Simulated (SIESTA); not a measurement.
# AlCu under changes of volume

One of the cells (13.736 Å³/atom); the others are scaled copies at fixed shape and fractional positions:

```
Cu Al
1.0
     3.01736    0.00000    0.00000
     0.00000    3.01736    0.00000
     0.00000    0.00000    3.01736
Cu Al
1 1
Direct
  0.50000 0.50000 0.50000
  0.00000 0.00000 0.00000
```

The cell comes from a database or a generator and needn't be the stable form of this composition.

```yaml
Program: SIESTA 5.4.2
Functional: PBEsol
Potentials_or_basis: PseudoDojo 0.4 standard (PBEsol files)
Basis: DZP (energy shift 0.003 Ry; two zetas on semicore shells)
Grid_cutoff: 800 Ry
Energy_shift: 0.003 Ry
k_mesh: 9 × 9 × 9
Occupations: fermi-dirac, width 0.05 eV
Spin: no spin polarisation
```

| volume (Å³/atom) | energy over the lowest point (meV/atom) | pressure (GPa) |
| --- | --- | --- |
| 12.658 | 0.04 | 1.6 |
| 12.928 | 0.00 | -1.2 |
| 13.197 | ? | ? |
| 13.736 | 22.77 | -7.5 |
| 14.005 | 36.64 | -9.0 |
| 14.274 | 53.04 | -10.4 |

Task: What does the run at 13.197 Å³/atom give?

Result: Energy over the lowest point 4.05 meV/atom; pressure -3.6 GPa.

Worked out: A Birch-Murnaghan fit of order 3 (a polynomial in V^(-2/3)) to the other rows has its minimum at 12.79 Å³/atom with B0 = V·E''(V) = 123 GPa and B' = 4.6. It gives 4.06 meV/atom at 13.197 Å³/atom, against the run's 4.05, and -dE/dV = -3.5 GPa, against -3.6.

Energies are extrapolated to zero smearing.

Caveats: short orbitals over semicore shells can move pressures by several GPa; the basis of atomic orbitals isn't converged, which shifts pressures, moduli and gaps.
